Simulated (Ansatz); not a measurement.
## Calculated O-17 NMR of the central transition for SiO2

Cell: a COD entry, ions relaxed with PBE at fixed cell.

```cif
data_SiO2
_symmetry_space_group_name_H-M 'P4_12_12'
_symmetry_Int_Tables_number 92
_cell_length_a 4.9820
_cell_length_b 4.9820
_cell_length_c 6.9630
_cell_angle_alpha 90.000
_cell_angle_beta 90.000
_cell_angle_gamma 90.000
loop_
_atom_site_label
_atom_site_type_symbol
_atom_site_symmetry_multiplicity
_atom_site_Wyckoff_symbol
_atom_site_fract_x
_atom_site_fract_y
_atom_site_fract_z
Si Si 4 a 0.3039 0.3039 0.0000
O O 8 b 0.2373 0.1140 0.1837
```

One atom of each set is listed.

Computed with Ansatz: DFT, PBE, plane waves and PAW (field gradients read without the response of the frozen cores, which leaves them typically 4 to 6 % off), scalar-relativistic, 420 eV cutoff, Γ-centred 5×5×4 k-points, Fermi–Dirac smearing 0.02 eV.

O-17 has I = 5/2 and Q = -25.58 mb (Pyykkö 2018); at 7.05 T its Larmor frequency is ν₀ = 40.7 MHz. Only the quadrupole interaction is simulated: positions count from each site's isotropic chemical shift, and J coupling is left out, as are shift anisotropy and dipolar coupling, which fast spinning averages.

Simulated pattern of one O site (fast magic-angle spinning, Gaussian broadening 0.7 kHz):

offset (kHz), height and a bar:
```
   -14.27          0 
   -13.91          1 
   -13.56          4 #
   -13.21          7 ##
   -12.85          7 ##
   -12.50          8 ##
   -12.15          8 ##
   -11.80          8 ##
   -11.44          8 ##
   -11.09          8 ##
   -10.74          8 ###
   -10.38          9 ###
   -10.03          9 ###
    -9.68         12 ####
    -9.32         24 #######
    -8.97         43 #############
    -8.62         60 ##################
    -8.26         78 #######################
    -7.91         87 ##########################
    -7.56         77 #######################
    -7.20         66 ####################
    -6.85         59 ##################
    -6.50         56 #################
    -6.14         55 ################
    -5.79         54 ################
    -5.44         54 ################
    -5.08         55 ################
    -4.73         56 #################
    -4.38         58 #################
    -4.02         62 ###################
    -3.67         68 ####################
    -3.32         78 ########################
    -2.96         95 ############################
    -2.61        100 ##############################
    -2.26         86 ##########################
    -1.90         71 #####################
    -1.55         53 ################
    -1.20         24 #######
    -0.84          5 #
    -0.49          0
```

Problem. Which |C_Q| and η does the pattern imply?

Solution. The pattern spans 12.3 kHz before broadening and its centre of gravity is at -5.48 kHz, which fixes P_Q; the places of the horns and steps fix η. That gives P_Q = 6.10 MHz, |C_Q| = 6.06 MHz and η = 0.18. The sign of C_Q can't be read from the pattern.

At O V_zz runs parallel to the line that joins its two neighbours (within 1°).
